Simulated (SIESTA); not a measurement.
Set up this calculation in SIESTA 5.4.2, as an ASE script.

```yaml
Task: relaxation of cell and atoms
Functional: PBE
Potentials_or_basis: PseudoDojo 0.4 standard (PBE files)
Basis: DZP (energy shift 0.003 Ry; two zetas on semicore shells)
Grid_cutoff: 800 Ry
Energy_shift: 0.003 Ry
k_mesh: 4 × 4 × 7
Occupations: fermi-dirac, width 0.05 eV
Spin: no spin polarisation
force_tolerance: 0.04 eV/Å
```

Ge:

```
Ge
1.0
     5.14898    0.00000    0.00000
     0.00000    5.14898    0.00000
     0.00000    0.00000    2.79483
Ge
4
Direct
  0.00000 0.00000 0.50000
  0.50000 0.50000 0.00000
  0.00000 0.50000 0.75000
  0.50000 0.00000 0.25000
```

This isn't the form of Ge at room conditions, which is diamond.

The input as run:

run.py

```python
from ase.spacegroup import crystal
from ase.calculators.siesta import Siesta
from ase.units import Ry, GPa
from ase.optimize import BFGS
from ase.filters import FrechetCellFilter

atoms = crystal(
    ['Ge'],
    basis=[(0.0, 0.0, 0.5)],
    spacegroup=141,  # I4_1/amd
    cellpar=[5.14897944, 5.14897944, 2.79482529, 90.0, 90.0, 90.0],
)

fdf = {
    'SCFMustConverge': False,
    'OccupationFunction': 'FD',
    'ElectronicTemperature': '0.05 eV',
    'MaxSCFIterations': '120',
    'SCF.Mixer.Method': 'Pulay',
    'SCF.Mixer.Weight': '0.25',
    'SCF.Mixer.History': '8',
    'SCF.DM.Tolerance': '5.0e-05',
    'SCF.H.Tolerance': '1.0e-03 eV',
    'WriteForces': 'true',
    'Charge.Mulliken': 'end',
    'PAO.Basis': ['Ge.1 4', 'n=4 0 2', '  5.972 0.000', 'n=4 1 2', '  8.196 0.000', 'n=3 2 2', '  3.189 0.000', 'n=4 2 1', '  8.196'],
}
calc = Siesta(
    label="Ge",
    command="siesta < PREFIX.fdf > PREFIX.out",
    pseudo_path="pseudos",
    pseudo_qualifier="",
    xc=('GGA', 'PBE'),
    basis_set="DZP",
    mesh_cutoff=800 * Ry,
    energy_shift=0.003 * Ry,
    kpts=[4, 4, 7],
    spin="non-polarized",
    fdf_arguments=fdf,
)
atoms.calc = calc

opt = BFGS(FrechetCellFilter(atoms), trajectory="relax.traj")
converged = opt.run(fmax=0.04, steps=40)
print("converged:", converged)
print("cell (A):", atoms.cell.cellpar().round(5))
print("scaled positions:")
print(atoms.get_scaled_positions().round(6))
print(f"energy = {atoms.get_potential_energy():.6f} eV")
free = atoms.get_potential_energy(force_consistent=True)
print(f"free energy = {free:.6f} eV")
print("forces (eV/A):")
print(atoms.get_forces(apply_constraint=False).round(6))
print("stress (GPa, Voigt order, tension positive):", (atoms.get_stress() / GPa).round(4))
```

Potentials or basis: PseudoDojo 0.4 standard (PBE files), DZP (energy shift 0.003 Ry; two zetas on semicore shells).

The run is started by

```sh
$ python run.py
```

It gave:

```
Relaxed volume                         : 19.97 Å³/atom
Relaxed cell                           : a = 5.263 Å, b = 5.263 Å, c = 2.884 Å, α = 90.00°, β = 90.00°, γ = 90.00°
Space group after relaxing (to 0.05 Å) : I4_1/amd (No. 141)
Energy gained by relaxing              : 18.3 meV/atom
Ionic steps                            : 4
Pressure after relaxing                : -0.1 GPa
Band gap on the k mesh                 : none (metal or under the smearing width)
```

Caveat: the basis of atomic orbitals isn't converged, which shifts pressures, moduli and gaps.

Run time: 6.7 min on 1 thread of Intel(R) Xeon(R) Platinum 8488C (Sapphire Rapids), with other jobs on the host, peak memory 0.58 GiB.
